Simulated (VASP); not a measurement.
# Zn (Im-3m) in VASP: notebook, part 2 of 2

VASP 6.6.1. Earlier steps stand in the parts before.

## 3. Single point, LDA

INCAR reads:

```
SYSTEM = Zn
PREC = Accurate
ENCUT = 520
EDIFF = 1E-7
ISMEAR = -1
SIGMA = 0.1
LREAL = .False.
LASPH = .True.
NELM = 100
ALGO = Normal
ISIF = 2
LWAVE = .False.
LCHARG = .False.
NBANDS = 12
ADDGRID = .False.
```

KPOINTS reads:

```
Automatic mesh
0
Gamma
  13 13 13
  0 0 0
```

POSCAR reads:

```
Zn
1.0
   -1.5690370000      1.5690370000      1.5690370000
    1.5690370000     -1.5690370000      1.5690370000
    1.5690370000      1.5690370000     -1.5690370000
Zn
1
Direct
    0.0000000000      0.0000000000      0.0000000000
```

Potentials or basis: VASP PAW LDA potentials, release 64 (Zn).

On the command line:

```sh
cat potpaw_LDA.64/Zn/POTCAR > POTCAR
mpirun -np 1 vasp_std > vasp.out
```

Run time: 6.6 s. Hardware: 1 thread of Intel Xeon Platinum 8488C (Sapphire Rapids), shared host; peak memory 0.12 GiB.

The run converged, but some of its settings lie outside the range that counts as converged, so its numbers aren't taken as properties of the crystal.

Results:

| Property | Result |
| --- | --- |
| Free energy | -1.7350 eV |
| Pressure | -7.7 GPa |
| Band gap on the k mesh | none (metal or under the smearing width) |

## 4. Single point, LDA

INCAR is that of step 3.

KPOINTS reads:

```
Automatic mesh
0
Gamma
  15 15 15
  0 0 0
```

POSCAR is that of step 3.

Potentials or basis: VASP PAW LDA potentials, release 64 (Zn).

On the command line:

```sh
cat potpaw_LDA.64/Zn/POTCAR > POTCAR
mpirun -np 1 vasp_std > vasp.out
```

OUTCAR:

```text
SYSTEM = Zn
   PREC = Accurate
   ENCUT = 520
   EDIFF = 1E-7
   ISMEAR = -1
   LREAL = .False.
   LASPH = .True.
   NELM = 100
   ISIF = 2

 Found    120 irreducible k-points:

 Following reciprocal coordinates:
            Coordinates               Weight
  0.000000  0.000000  0.000000      1.000000
  0.066667  0.000000  0.000000     12.000000
  0.133333  0.000000  0.000000     12.000000
  0.200000  0.000000  0.000000     12.000000
  0.266667  0.000000  0.000000     12.000000
  0.333333  0.000000  0.000000     12.000000
   k-points           NKPTS =    120   k-points in BZ     NKDIM =    120   number of bands    NBANDS=     12
   number of dos      NEDOS =    301   number of ions     NIONS =      1
   total plane-waves  NPLWV =   8000
   dimension x,y,z NGX =    20 NGY =   20 NGZ =   20
   dimension x,y,z NGXF=    40 NGYF=   40 NGZF=   40
   ions per type =               1
   NGX,Y,Z   is equivalent  to a cutoff of  12.23, 12.23, 12.23 a.u.
   NGXF,Y,Z  is equivalent  to a cutoff of  24.47, 24.47, 24.47 a.u.
 SYSTEM =  Zn
   PREC   = accura    normal or accurate (medium, high low for compatibility)
   ISTART =      0    job   : 0-new  1-cont  2-samecut
   ICHARG =      2    charge: 1-file 2-atom 10-const
   ISPIN  =      1    spin polarized calculation?
   LNONCOLLINEAR =      F non collinear calculations
   LSORBIT =      F    spin-orbit coupling
[... 66 lines left out ...]
      7      21.5751      0.00000
      8      21.5751      0.00000
      9      21.5751      0.00000
     10      23.6935      0.00000
     11      23.6935      0.00000
     12      23.6935      0.00000
[... 61 lines left out ...]
 k-point     6 :       0.3333    0.0000    0.0000
  band No.  band energies     occupation
      1      -5.5769      2.00000
      2      -5.2038      2.00000
      3      -4.5348      2.00000
      4      -4.4558      2.00000
      5      -4.3698      2.00000
      6      -3.4628      2.00000
      7       7.2251      0.00000
      8      15.1195      0.00000
      9      16.4343      0.00000
     10      18.8189      0.00000
     11      19.9728      0.00000
     12      26.7255      0.00000

 [... further k-points ...]

------------------------ aborting loop because EDIFF is reached ----------------------------------------

  FORCE on cell =-STRESS in cart. coord.  units (eV):
  Direction    XX          YY          ZZ          XY          YZ          ZX
  --------------------------------------------------------------------------------------
  -------------------------------------------------------------------------------------
  Total       -0.7658146     -0.7658146     -0.7658146      0.0000000      0.0000000      0.0000000
  in kB      -79.4099011    -79.4099011    -79.4099011      0.0000000      0.0000000      0.0000000
  external PRESSURE =     -79.4099011 kB  Pullay stress =       0.0000000 kB

 VOLUME and BASIS-vectors are now :
 -----------------------------------------------------------------------------
  energy-cutoff  :      520.00
  volume of cell :       15.45
      direct lattice vectors                 reciprocal lattice vectors
    -1.569037000  1.569037000  1.569037000     0.000000000  0.318666800  0.318666800
     1.569037000 -1.569037000  1.569037000     0.318666800  0.000000000  0.318666800
     1.569037000  1.569037000 -1.569037000     0.318666800  0.318666800  0.000000000

 POSITION                                       TOTAL-FORCE (eV/Angst)
 -----------------------------------------------------------------------------------
      0.00000      0.00000      0.00000        -0.000000      0.000000     -0.000000
 -----------------------------------------------------------------------------------
    total drift:                                0.000000     -0.000000      0.000000

  FREE ENERGIE OF THE ION-ELECTRON SYSTEM (eV)
  ---------------------------------------------------
  free  energy   TOTEN  =        -1.7327877915 eV

  energy  without entropy=       -1.7223341927  energy(sigma->0) =       -1.72756099
```

OSZICAR:

```text
N       E                     dE             d eps       ncg     rms          rms(c)
DAV:   1     0.423299597288E+02    0.42330E+02   -0.64256E+03  2972   0.157E+03
DAV:   2    -0.477405070234E+00   -0.42807E+02   -0.40364E+02  3004   0.214E+02
DAV:   3    -0.184301671390E+01   -0.13656E+01   -0.13631E+01  3320   0.380E+01
DAV:   4    -0.184653732930E+01   -0.35206E-02   -0.35205E-02  3196   0.189E+00
DAV:   5    -0.184654023087E+01   -0.29016E-05   -0.29019E-05  3268   0.530E-02    0.273E+00
DAV:   6    -0.174455462516E+01    0.10199E+00   -0.50746E-01  3228   0.144E+01    0.209E+00
DAV:   7    -0.173647387903E+01    0.80807E-02   -0.11188E-02  3188   0.209E+00    0.105E+00
DAV:   8    -0.173279476159E+01    0.36791E-02   -0.15696E-03  3600   0.498E-01    0.279E-02
DAV:   9    -0.173278758090E+01    0.71807E-05   -0.74468E-05  4308   0.125E-01    0.194E-02
DAV:  10    -0.173278779240E+01   -0.21150E-06   -0.49914E-06  3104   0.363E-02    0.932E-04
DAV:  11    -0.173278779150E+01    0.90017E-09   -0.43047E-08  2116   0.345E-03
   1 F= -.17327878E+01 E0= -.17275610E+01  d E =-.104536E-01
```

Wall time 8.9 s (1 thread of Intel Xeon Platinum 8488C (Sapphire Rapids), shared host); peak memory 0.12 GiB.

The run converged, but some of its settings lie outside the range that counts as converged, so its numbers aren't taken as properties of the crystal.

What came out:

```yaml
Free_energy: -1.7328 eV
Pressure: -7.9 GPa
Band_gap_on_the_k_mesh: none (metal or under the smearing width)
```

## 5. Single point, LDA

INCAR, as its differences from that of step 4:

```diff
@@ -2,3 +2,3 @@
 PREC = Accurate
-ENCUT = 520
+ENCUT = 650
 EDIFF = 1E-7
```

KPOINTS is that of step 4.

POSCAR is that of step 4.

On the command line:

```sh
cat potpaw_LDA.64/Zn/POTCAR > POTCAR
mpirun -np 1 vasp_std > vasp.out
```

It took 10 s on 1 thread of Intel Xeon Platinum 8488C (Sapphire Rapids), shared host; peak memory 0.14 GiB.

These settings aren't checked as converged: the numbers below hold their error.

What came out:

```yaml
Free_energy: -1.7325 eV
Pressure: -8.0 GPa
Band_gap_on_the_k_mesh: none (metal or under the smearing width)
```

## 6. Single point, LDA

INCAR, as its differences from that of step 5:

```diff
@@ -2,3 +2,3 @@
 PREC = Accurate
-ENCUT = 650
+ENCUT = 520
 EDIFF = 1E-7
```

KPOINTS reads:

```
Automatic mesh
0
Gamma
  18 18 18
  0 0 0
```

POSCAR is that of step 5.

Potentials or basis: VASP PAW LDA potentials, release 64 (Zn).

On the command line:

```sh
cat potpaw_LDA.64/Zn/POTCAR > POTCAR
mpirun -np 1 vasp_std > vasp.out
```

Run time: 14 s. Hardware: 1 thread of Intel Xeon Platinum 8488C (Sapphire Rapids), shared host; peak memory 0.14 GiB.

These settings aren't checked as converged: the numbers below hold their error.

What came out:

| Quantity | Value |
| --- | --- |
| Free energy | -1.7326 eV |
| Pressure | -7.9 GPa |
| Band gap on the k mesh | none (metal or under the smearing width) |
